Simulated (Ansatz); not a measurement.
Crystal: Mg, fcc type, 1 atom in the cell.

Method: PBE, plane waves, PAW datasets (generated soft set 1) in Ansatz.

Cutoff 420 eV; k-mesh 41×41×41 Γ-centred; Fermi–Dirac smearing of 0.0612 eV; no spin polarisation.

Problem. What equilibrium volume, lattice constant and bulk modulus does this give?

Solution. V₀ = 23.132 Å³/atom (a₀ = 4.523 Å), B₀ = 35.1 GPa, B₀′ = 4.00. The points behind the fit:

| V (Å³/atom) | a (Å) | E − E(min) (meV/atom) | P (GPa) |
| --- | --- | --- | --- |
| 21.728 | 4.4296 | 10.36 | 2.49 |
| 22.191 | 4.4608 | 4.50 | 1.59 |
| 22.653 | 4.4915 | 1.12 | 0.77 |
| 23.115 | 4.5219 | 0.00 | 0.03 |
| 23.578 | 4.5518 | 0.91 | -0.65 |
| 24.040 | 4.5814 | 3.67 | -1.25 |
| 24.502 | 4.6106 | 8.09 | -1.80 |

The published all-electron PBE values for this crystal (mean of FLEUR and WIEN2k, k-spacing 0.06 Å⁻¹; Bosoni et al., Nat. Rev. Phys. 6, 45 (2024)) are V₀ = 23.125 Å³/atom, B₀ = 35.1 GPa, B₀′ = 4.00.

The stress includes the program's correction for the finite plane-wave basis.

This cubic structure is a model: it isn't the usual form of the substance at ambient conditions, and such phases are metastable or hypothetical.
